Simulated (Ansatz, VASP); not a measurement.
**As: VASP beside Ansatz**

```
As
1.0
     2.66910    0.00000    0.00000
     0.00000    2.66910    0.00000
     0.00000    0.00000    2.66910
As
1
Direct
  0.50000 0.50000 0.50000
```

Alike in both runs: functional PBEsol; k mesh 10 × 10 × 10; no spin polarisation.

Ansatz relaxed the structure, and its values are those at the end. VASP's run is a single point on that final structure, the one shown.

|  | VASP | Ansatz |
| --- | --- | --- |
| version | VASP 6.6.1 | Ansatz 0.2.0 |
| potentials or method | VASP PAW PBE potentials, release 64 (As) | plane waves, PAW |
| plane-wave cutoff (eV) | 520 | 550 |
| occupations | fermi-dirac, width 0.1 eV | fermi-dirac |
| valence electrons in the cell | 5 | 15 |

VASP gave:

- pressure (GPa): 2.4

Q: Which values does Ansatz return?

A: Pressure (GPa): 2.0.

The two sets of potentials don't hold the same shells in valence.

Caveats: the PAW data sets were made with another functional, which shifts forces and pressure a little (VASP).
